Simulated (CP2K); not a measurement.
Runs of CP2K 2026.2 on Nb. It takes space group Im-3m (No. 229, cubic). The conventional cell has a = 3.328 Å, b = 3.328 Å, c = 3.328 Å, α = 90.00°, β = 90.00°, γ = 90.00°. Around Nb (site symmetry m-3m) lie 8 Nb at 2.88 Å. 

```tsv
task	level	potentials or basis	smearing	EPS_DEFAULT	NGRIDS	basis sets	potentials	points a segment of the path (NPOINTS)	gap on the mesh (eV)	pressure (GPa)
band structure	LDA	GTH_POTENTIALS Nb GTH-PADE-q13; TZVP-MOLOPT-PBE-GTH basis	fermi-dirac 0.01 eV	1.0E-10	5	Nb TZVP-MOLOPT-PBE-GTH-q13	Nb GTH-PADE-q13 of GTH_POTENTIALS	10	none	-11.3
band structure	r2SCAN	POTENTIAL_UZH Nb GTH-SCAN-q13; TZVP-MOLOPT-SCAN-GTH basis	fermi-dirac 0.05 eV	1.0E-10	5	Nb TZVP-MOLOPT-SCAN-GTH-q13	Nb GTH-SCAN-q13 of POTENTIAL_UZH	10	none	(a)
band structure	r2SCAN	POTENTIAL_UZH Nb GTH-PBE-q13; TZVP-MOLOPT-PBE-GTH basis	fermi-dirac 0.05 eV	1.0E-10	5	Nb TZVP-MOLOPT-PBE-GTH-q13	Nb GTH-PBE-q13 of POTENTIAL_UZH	8	none	(b)
band structure	PW91	POTENTIAL_UZH Nb GTH-PBE-q13; TZVP-MOLOPT-PBE-GTH basis	fermi-dirac 0.05 eV	1.0E-10	5	Nb TZVP-MOLOPT-PBE-GTH-q13	Nb GTH-PBE-q13 of POTENTIAL_UZH	8	none	-1.2
band structure	r2SCAN	POTENTIAL_UZH Nb GTH-SCAN-q13; TZVP-MOLOPT-SCAN-GTH basis	fermi-dirac 0.01 eV	1.0E-10	4	Nb TZVP-MOLOPT-SCAN-GTH-q13	Nb GTH-SCAN-q13 of POTENTIAL_UZH	8	none	-2.3
band structure	PBE	POTENTIAL_UZH Nb GTH-PBE-q13; TZVP-MOLOPT-PBE-GTH basis	fermi-dirac 0.05 eV	1.0E-10	5	Nb TZVP-MOLOPT-PBE-GTH-q13	Nb GTH-PBE-q13 of POTENTIAL_UZH	8	none	-1.0
single point	PBE	POTENTIAL_UZH Nb GTH-PBE-q13; TZVP-MOLOPT-PBE-GTH basis	fermi-dirac 0.05 eV	1.0E-9	5	Nb TZVP-MOLOPT-PBE-GTH-q13	Nb GTH-PBE-q13 of POTENTIAL_UZH	-	none	-1.0
```

Alike in all rows: no spin polarisation; cell as given; k mesh 11 × 11 × 11.

Task: Estimate the missing entries.

Result: (a) -2.6; (b) -2.2.

Caveats: the basis of atomic orbitals isn't converged, which shifts pressures, moduli and gaps; the potentials were made for another functional, which shifts forces and pressure (some runs).

A k mesh can miss the band edges, and the runs leave out spin-orbit coupling on Nb.

A gap of «none» marks a metal or a gap under the smearing width.

Not every run made on this cell is shown here.
